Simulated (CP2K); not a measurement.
# Mg in CP2K: the effect of functional

Mg:

```
CELL_PARAMETERS angstrom
3.20930 0.00000 0.00000
-1.60465 2.77934 0.00000
0.00000 0.00000 5.21030
ATOMIC_POSITIONS crystal
Mg 0.66667 0.33333 0.75000
Mg 0.33333 0.66667 0.25000
```

Alike in all runs:

| Item | Value |
| --- | --- |
| Program | CP2K 2026.2 |
| Task | single point |
| Potentials or basis | POTENTIAL_UZH Mg GTH-PBE-q10; TZVP-MOLOPT-PBE-GTH basis |
| Density cutoff | 19048 eV |
| k mesh | 10 × 10 × 5 |
| Occupations | fermi-dirac, width 0.05 eV |
| Spin | no spin polarisation |

```csv
functional,pressure (GPa)
PBE,0.7
LDA,-1.3
PBEsol,-0.1
HLE16,?
vdW-DF-cx,0.8
AM05,-0.1
MS2,0.1
```

Task: What does the run with functional HLE16 give?

Result: Pressure -7.1 GPa.

Caveats: the basis of atomic orbitals isn't converged, which shifts pressures, moduli and gaps; the potentials were made for another functional, which shifts forces and pressure (some runs); the potentials were made for a functional far from this one (some runs).
